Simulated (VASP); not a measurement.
# Pt (Fm-3m) in VASP: further runs

One crystal, Pt, is run at these levels: PBE; tasks: single point.

Program: VASP 6.6.1. These are calculated values, not measurements. Logs are shortened: lines on timing, memory, paths and dates and some standing lists are left out, and cuts for length are marked.

## Step 1: Starting point

It takes space group Fm-3m (No. 225, cubic). Conventional cell: a = 3.922 Å, b = 3.922 Å, c = 3.922 Å, α = 90.00°, β = 90.00°, γ = 90.00°. Pt (site symmetry m-3m) is surrounded by 12 Pt at 2.77 Å.

## Step 2: Single point, PBE

INCAR

```
SYSTEM = Pt
  PREC = Accurate
  ENCUT = 600
  EDIFF = 1E-7
  ISMEAR = 0
  SIGMA = 0.1
  LREAL = .False.
  LASPH = .True.
  NELM = 60
  ALGO = Normal
  ISIF = 2
  LWAVE = .False.
  LCHARG = .False.
  GGA = PE
```

KPOINTS

```
regular mesh
0
Gamma
  14 14 14
  0 0 0
```

POSCAR

```
Pt
1.0
    0.0000000000      1.9609000000      1.9609000000
    1.9609000000      0.0000000000      1.9609000000
    1.9609000000      1.9609000000      0.0000000000
Pt
1
Direct
    0.0000000000      0.0000000000      0.0000000000
```

Potentials or basis: VASP PAW PBE potentials, release 64 (Pt).

Run with:

```console
$ cat potpaw_PBE.64/Pt/POTCAR > POTCAR
$ mpirun -np 1 vasp_std > vasp.out
```

OUTCAR:

```text
SYSTEM = Pt
   PREC = Accurate
   ENCUT = 600
   EDIFF = 1E-7
   ISMEAR = 0
   LREAL = .False.
   LASPH = .True.
   NELM = 60
   ISIF = 2
   GGA = PE

 ion  position               nearest neighbor table
   1  0.000  0.000  0.000-

  LATTYP: Found a face centered cubic cell.
 ALAT       =     3.9218000000

  Lattice vectors:

 A1 = (   0.0000000000,   1.9609000000,   1.9609000000)
 A2 = (   1.9609000000,   0.0000000000,   1.9609000000)
 A3 = (   1.9609000000,   1.9609000000,   0.0000000000)

Analysis of symmetry for initial positions (statically):
=====================================================================
 Subroutine PRICEL returns:
 Original cell was already a primitive cell.

 Routine SETGRP: Setting up the symmetry group for a
 face centered cubic supercell.

 Subroutine GETGRP returns: Found 48 space group operations
 (whereof 48 operations were pure point group operations)
 out of a pool of 48 trial point group operations.

The static configuration has the point symmetry O_h .

Analysis of symmetry for dynamics (positions and initial velocities):
=====================================================================
 Subroutine PRICEL returns:
 Original cell was already a primitive cell.

 Routine SETGRP: Setting up the symmetry group for a
 face centered cubic supercell.

 Subroutine GETGRP returns: Found 48 space group operations
 (whereof 48 operations were pure point group operations)
 out of a pool of 48 trial point group operations.

The dynamic configuration has the point symmetry O_h .

 Subroutine INISYM returns: Found 48 space group operations
 (whereof 48 operations are pure point group operations),
 and found     1 'primitive' translations

----------------------------------------------------------------------------------------

                                     Primitive cell

  volume of cell :      15.0798

  direct lattice vectors                    reciprocal lattice vectors
     0.000000000  1.960900000  1.960900000    -0.254984956  0.254984956  0.254984956
     1.960900000  0.000000000  1.960900000     0.254984956 -0.254984956  0.254984956
     1.960900000  1.960900000  0.000000000     0.254984956  0.254984956 -0.254984956

  length of vectors
     2.773131374  2.773131374  2.773131374     0.441646899  0.441646899  0.441646899

  position of ions in fractional coordinates (direct lattice)
     0.000000000  0.000000000  0.000000000

  ion indices of the primitive-cell ions
   primitive index   ion index
                 1           1

----------------------------------------------------------------------------------------

 KPOINTS: regular mesh

Automatic generation of k-mesh.
 Grid dimensions read from file:
 generate k-points for:   14   14   14

 Generating k-lattice:

  Cartesian coordinates                     Fractional coordinates (reciprocal lattice)
    -0.018213211  0.018213211  0.018213211     0.071428571  0.000000000  0.000000000
     0.018213211 -0.018213211  0.018213211     0.000000000  0.071428571  0.000000000
     0.018213211  0.018213211 -0.018213211     0.000000000  0.000000000  0.071428571

  Length of vectors
     0.031546207  0.031546207  0.031546207

  Shift w.r.t. Gamma in fractional coordinates (k-lattice)
     0.000000000  0.000000000  0.000000000

 Subroutine IBZKPT returns following result:
 ===========================================

 Found    104 irreducible k-points:

 Following reciprocal coordinates:
            Coordinates               Weight
  0.000000  0.000000  0.000000      1.000000
  0.071429  0.000000  0.000000      8.000000
  0.142857  0.000000  0.000000      8.000000
  0.214286  0.000000  0.000000      8.000000
  0.285714  0.000000  0.000000      8.000000
  0.357143  0.000000  0.000000      8.000000
[... 16 lines left out ...]
  0.214286  0.142857  0.000000     24.000000
  0.285714  0.142857  0.000000     24.000000
 [... further k-points ...]
   k-points           NKPTS =    104   k-points in BZ     NKDIM =    104   number of bands    NBANDS=      9
   number of dos      NEDOS =    301   number of ions     NIONS =      1
   total plane-waves  NPLWV =  13824
   dimension x,y,z NGX =    24 NGY =   24 NGZ =   24
   dimension x,y,z NGXF=    48 NGYF=   48 NGZF=   48
   ions per type =               1
   NGX,Y,Z   is equivalent  to a cutoff of  14.39, 14.39, 14.39 a.u.
   NGXF,Y,Z  is equivalent  to a cutoff of  28.78, 28.78, 28.78 a.u.
 SYSTEM =  Pt
   PREC   = accura    normal or accurate (medium, high low for compatibility)
   ISTART =      0    job   : 0-new  1-cont  2-samecut
   ICHARG =      2    charge: 1-file 2-atom 10-const
   ISPIN  =      1    spin polarized calculation?
   LNONCOLLINEAR =      F non collinear calculations
   LSORBIT =      F    spin-orbit coupling
   LASPH  =      T    aspherical Exc in radial PAW
   ENCUT  =  600.0 eV  44.10 Ry    6.64 a.u.   5.54  5.54  5.54*2*pi/ulx,y,z
   NELM   =     60;   NELMIN=  2; NELMDL= -5     # of ELM steps
   EDIFF  = 0.1E-06   stopping-criterion for ELM
   LREAL  =      F    real-space projection
   EDIFFG = 0.1E-05   stopping-criterion for IOM
   NSW    =      0    number of steps for IOM
   IBRION =     -1    ionic relax: 0-MD 1-quasi-New 2-CG
   NFREE  =      0    steps in history (QN), initial steepest desc. (CG)
   ISIF   =      2    stress and relaxation
   ISYM   =      2    0-nonsym 1-usesym 2-fastsym
   POTIM  = 0.5000    time-step for ionic-motion
   TEBEG  =    0.0;   TEEND  =   0.0 temperature during run
   PSTRESS=    0.0 pullay stress
   NELECT =      10.0000    total number of electrons
   NUPDOWN=      -1.0000    fix difference up-down
   EMIN   =  10.00;   EMAX   =-10.00  energy-range for DOS
   EFERMI =   0.00;   METHOD = LEGACY
   ISMEAR =     0;   SIGMA  =   0.10  broadening in eV -4-tet -1-fermi 0-gaus
   EFERMI_NEDOS =   21; number of points for ismear=-14 and -15
   IALGO  =     38    algorithm
   IMIX   =      4    mixing-type and parameters
     AMIX     =   0.40;   BMIX     =  1.00
     AMIX_MAG =   1.60;   BMIX_MAG =  1.00
  volume/ion in A,a.u.               =      15.08       101.76
  Fermi-wavevector in a.u.,A,eV,Ry     =   1.427609  2.697791 27.729605  2.038068
  Thomas-Fermi vector in A             =   2.547760
   LORBIT       =      0    0 simple, 1 ext, 2 COOP (PROOUT), +10 PAW based schemes
   GGA     = PE    functional components
   LHFCALC =     F    Hartree Fock is set to
   AEXX    =    0.0000 exact exchange contribution
   IVDW    =     0    specifies the selected vdW correction
   LEPSILON=     F    determine dielectric tensor
   LRPA    =     F    only Hartree local field effects (RPA)
 non-spin polarized calculation
 Gauss-broadening in eV      SIGMA  =   0.10
  energy-cutoff  :      600.00
  volume of cell :       15.08
 maximum number of plane-waves:       531
 NGX is ok and might be reduce to    24
   NGX = 11   NGY = 11   NGZ = 11

 number of electron      10.0000000 magnetization

 Free energy of the ion-electron system (eV)
  ---------------------------------------------------
  ext. energy  EPLUGINS =         0.00000000
  ---------------------------------------------------
  free energy    TOTEN  =        -6.09461128 eV

  energy without entropy =       -6.08640520  energy(sigma->0) =       -6.09050824

 E-fermi :  11.2517     XC(G=0): -13.4909

 val. band max:       11.2393905722   @ k =   0.5000   0.3571   0.0714
 cond. band min:      11.2647065968   @ k =   0.4286   0.1429   0.0000
 fundamental gap:      0.0253160247
 Fermi energy:        11.2517130974

 k-point     1 :       0.0000    0.0000    0.0000
  band No.  band energies     occupation
      1       1.0493      2.00000
      2       7.4765      2.00000
      3       7.4765      2.00000
      4       7.4765      2.00000
      5       9.6339      2.00000
      6       9.6339      2.00000
      7      25.9046      0.00000
      8      30.8745      0.00000
      9      30.8745      0.00000

 k-point     2 :       0.0714    0.0000    0.0000
  band No.  band energies     occupation
      1       1.2542      2.00000
      2       7.3859      2.00000
      3       7.5573      2.00000
      4       7.5573      2.00000
      5       9.5893      2.00000
      6       9.5893      2.00000
      7      26.2222      0.00000
      8      29.8448      0.00000
      9      31.1899      0.00000

 k-point     3 :       0.1429    0.0000    0.0000
  band No.  band energies     occupation
      1       1.8366      2.00000
      2       7.1797      2.00000
      3       7.7451      2.00000
      4       7.7451      2.00000
      5       9.5234      2.00000
      6       9.5234      2.00000
      7      27.0179      0.00000
      8      27.9038      0.00000
      9      32.0872      0.00000

 k-point     4 :       0.2143    0.0000    0.0000
  band No.  band energies     occupation
      1       2.6705      2.00000
      2       7.0547      2.00000
      3       7.8664      2.00000
      4       7.8664      2.00000
      5       9.6342      2.00000
      6       9.6342      2.00000
      7      25.7402      0.00000
      8      27.6914      0.00000
      9      33.3775      0.00000

 k-point     5 :       0.2857    0.0000    0.0000
  band No.  band energies     occupation
      1       3.4560      2.00000
      2       7.3622      2.00000
      3       7.7887      2.00000
      4       7.7887      2.00000
      5      10.0554      2.00000
      6      10.0554      2.00000
      7      23.3381      0.00000
      8      27.3113      0.00000
      9      33.7673      0.00000

 k-point     6 :       0.3571    0.0000    0.0000
  band No.  band energies     occupation
      1       3.8530      2.00000
      2       7.6130      2.00000
      3       7.6130      2.00000
      4       8.4178      2.00000
      5      10.6313      2.00000
      6      10.6313      2.00000
      7      20.7094      0.00000
      8      26.3766      0.00000
      9      32.0724      0.00000
[... 169 lines left out ...]
 k-point    21 :      -0.0714    0.0714    0.0000
  band No.  band energies     occupation
      1       1.5869      2.00000
      2       7.2214      2.00000
      3       7.6714      2.00000
      4       7.7193      2.00000
      5       9.3881      2.00000
      6       9.6785      2.00000
      7      26.7126      0.00000
      8      28.9382      0.00000
      9      30.9495      0.00000

 k-point    22 :       0.1429    0.1429    0.0000
  band No.  band energies     occupation
      1       2.1066      2.00000
      2       6.8227      2.00000
      3       8.0370      2.00000
      4       8.0370      2.00000
      5       8.9191      2.00000
      6       9.9129      2.00000
      7      27.5336      0.00000
      8      29.2356      0.00000
      9      30.7385      0.00000

 k-point    23 :       0.2143    0.1429    0.0000
  band No.  band energies     occupation
      1       2.7562      2.00000
      2       6.5484      2.00000
      3       8.1547      2.00000
      4       8.2986      2.00000
      5       8.8689      2.00000
      6      10.0756      2.00000
      7      27.7951      0.00000
      8      28.3897      0.00000
      9      30.5104      0.00000

 k-point    24 :       0.2857    0.1429    0.0000
  band No.  band energies     occupation
      1       3.5836      2.00000
      2       6.4092      2.00000
      3       7.8209      2.00000
      4       8.4021      2.00000
      5       9.5287      2.00000
      6      10.4031      2.00000
      7      25.5084      0.00000
      8      28.5997      0.00000
      9      30.1798      0.00000

 [... further k-points ...]

------------------------ aborting loop because EDIFF is reached ----------------------------------------

  FORCE on cell =-STRESS in cart. coord.  units (eV):
  Direction    XX          YY          ZZ          XY          YZ          ZX
  --------------------------------------------------------------------------------------
  -------------------------------------------------------------------------------------
  Total        0.8918993      0.8918993      0.8918993      0.0000000     -0.0000000     -0.0000000
  in kB       94.7610917     94.7610917     94.7610917      0.0000000     -0.0000000     -0.0000000
  external PRESSURE =      94.7610917 kB  Pullay stress =       0.0000000 kB

 VOLUME and BASIS-vectors are now :
 -----------------------------------------------------------------------------
  energy-cutoff  :      600.00
  volume of cell :       15.08
      direct lattice vectors                 reciprocal lattice vectors
     0.000000000  1.960900000  1.960900000    -0.254984956  0.254984956  0.254984956
     1.960900000  0.000000000  1.960900000     0.254984956 -0.254984956  0.254984956
     1.960900000  1.960900000  0.000000000     0.254984956  0.254984956 -0.254984956

 POSITION                                       TOTAL-FORCE (eV/Angst)
 -----------------------------------------------------------------------------------
      0.00000      0.00000      0.00000         0.000000     -0.000000      0.000000
 -----------------------------------------------------------------------------------
    total drift:                               -0.000000      0.000000     -0.000000

  FREE ENERGIE OF THE ION-ELECTRON SYSTEM (eV)
  ---------------------------------------------------
  free  energy   TOTEN  =        -6.0946112819 eV

  energy  without entropy=       -6.0864051960  energy(sigma->0) =       -6.09050824
```

It used 8.5 s of CPU time on 1 thread of Intel(R) Xeon(R) Platinum 8559C (Emerald Rapids) (shared host), which was overloaded at the time.

Results:

| Item | Value |
| --- | --- |
| Free energy | -6.0946 eV |
| Pressure | 9.5 GPa |
| Band gap on the k mesh | none (metal or under the smearing width) |

## Step 3: Single point, PBE

INCAR: that of step 2 with these lines changed.

```diff
@@ -2,3 +2,3 @@
   PREC = Accurate
-  ENCUT = 600
+  ENCUT = 700
   EDIFF = 1E-7
```

KPOINTS is that of step 2.

POSCAR is that of step 2.

Potentials or basis: VASP PAW PBE potentials, release 64 (Pt).

Run with:

```console
$ cat potpaw_PBE.64/Pt/POTCAR > POTCAR
$ mpirun -np 1 vasp_std > vasp.out
```

It used 13 s of CPU time on 1 thread of Intel(R) Xeon(R) Platinum 8559C (Emerald Rapids), with other jobs on the host, which was overloaded at the time.

The run converged. Its results:

* Free energy: -6.0947 eV
* Pressure: 9.5 GPa
* Band gap on the k mesh: none (metal or under the smearing width)

Levels at points of the mesh, in eV from the Fermi level:
```
           k point  band 3  band 4  band 5  band 6  band 7  band 8
(0.00, 0.00, 0.00)   -3.78   -3.78   -1.62   -1.62   14.65   19.62
(0.50, 0.00, 0.00)   -3.84   -0.46    0.05    0.05    5.86   14.22
(0.50, 0.50, 0.00)    0.02    0.51    0.51    1.80    8.90   11.41
```
